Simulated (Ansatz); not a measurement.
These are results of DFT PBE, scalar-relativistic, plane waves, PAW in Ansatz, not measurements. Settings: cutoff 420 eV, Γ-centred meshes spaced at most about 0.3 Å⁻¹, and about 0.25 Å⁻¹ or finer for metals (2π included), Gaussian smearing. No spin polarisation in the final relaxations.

Temperature and zero-point effects are left out. All come from trial cells, and lower structures may exist.

Question: These unrelaxed guesses for SiC are each relaxed within their symmetry. Order them by the energy at which they end, lowest first.
1.

```cif
data_structure
_symmetry_space_group_name_H-M 'P4_3'
_symmetry_Int_Tables_number 78
_cell_length_a 5.3655
_cell_length_b 5.3655
_cell_length_c 2.8690
_cell_angle_alpha 90.000
_cell_angle_beta 90.000
_cell_angle_gamma 90.000
_cell_volume 82.60
loop_
_atom_site_label
_atom_site_type_symbol
_atom_site_symmetry_multiplicity
_atom_site_Wyckoff_symbol
_atom_site_fract_x
_atom_site_fract_y
_atom_site_fract_z
_atom_site_occupancy
Si1 Si 4 a 0.10322 0.32960 0.24165 1
C1 C 4 a 0.32960 0.10322 0.00835 1
```

2.

```cif
data_structure
_symmetry_space_group_name_H-M 'Cmc2_1'
_symmetry_Int_Tables_number 36
_cell_length_a 3.1175
_cell_length_b 5.2074
_cell_length_c 5.0941
_cell_angle_alpha 90.000
_cell_angle_beta 90.000
_cell_angle_gamma 90.000
_cell_volume 82.70
loop_
_atom_site_label
_atom_site_type_symbol
_atom_site_symmetry_multiplicity
_atom_site_Wyckoff_symbol
_atom_site_fract_x
_atom_site_fract_y
_atom_site_fract_z
_atom_site_occupancy
Si1 Si 4 a 0.50000 0.87046 0.99434 1
C1 C 4 a 0.50000 0.87049 0.62066 1
```

3.

```cif
data_structure
_symmetry_space_group_name_H-M 'P3_221'
_symmetry_Int_Tables_number 154
_cell_length_a 4.7175
_cell_length_b 4.7175
_cell_length_c 2.7821
_cell_angle_alpha 90.000
_cell_angle_beta 90.000
_cell_angle_gamma 120.000
_cell_volume 53.62
loop_
_atom_site_label
_atom_site_type_symbol
_atom_site_symmetry_multiplicity
_atom_site_Wyckoff_symbol
_atom_site_fract_x
_atom_site_fract_y
_atom_site_fract_z
_atom_site_occupancy
Si1 Si 3 a 0.62265 0.00000 0.66667 1
C1 C 3 b 0.37735 0.00000 0.16667 1
```

4.

```cif
data_structure
_symmetry_space_group_name_H-M 'Pmma'
_symmetry_Int_Tables_number 51
_cell_length_a 5.8890
_cell_length_b 3.3531
_cell_length_c 3.1750
_cell_angle_alpha 90.000
_cell_angle_beta 90.000
_cell_angle_gamma 90.000
_cell_volume 62.70
loop_
_atom_site_label
_atom_site_type_symbol
_atom_site_symmetry_multiplicity
_atom_site_Wyckoff_symbol
_atom_site_fract_x
_atom_site_fract_y
_atom_site_fract_z
_atom_site_occupancy
Si1 Si 2 e 0.75000 0.00000 0.35541 1
Si2 Si 2 b 0.00000 0.50000 0.00000 1
C1 C 2 f 0.75000 0.50000 0.64459 1
C2 C 2 a 0.00000 0.00000 0.00000 1
```

Answer: 2 (ends in P6_3mc, wurtzite type, 0 meV/atom), 3 (ends in P3_221, 0.36 eV/atom), 1 (ends in P4_3, 0.59 eV/atom), 4 (ends in Fm-3m, rock salt type, 0.73 eV/atom).

With atoms moved at random, P6_3mc, P3_221 and Fm-3m came back. Other cells relaxed within their symmetry can be saddle points. The part of the Crystallography Open Database at hand lists SiC in space groups No. 36, 156, 160, 186, 216; sharing a group (P6_3mc) doesn't make a cell the listed structure. Some types were kept out of the candidates beforehand, so the set may lack a known form.
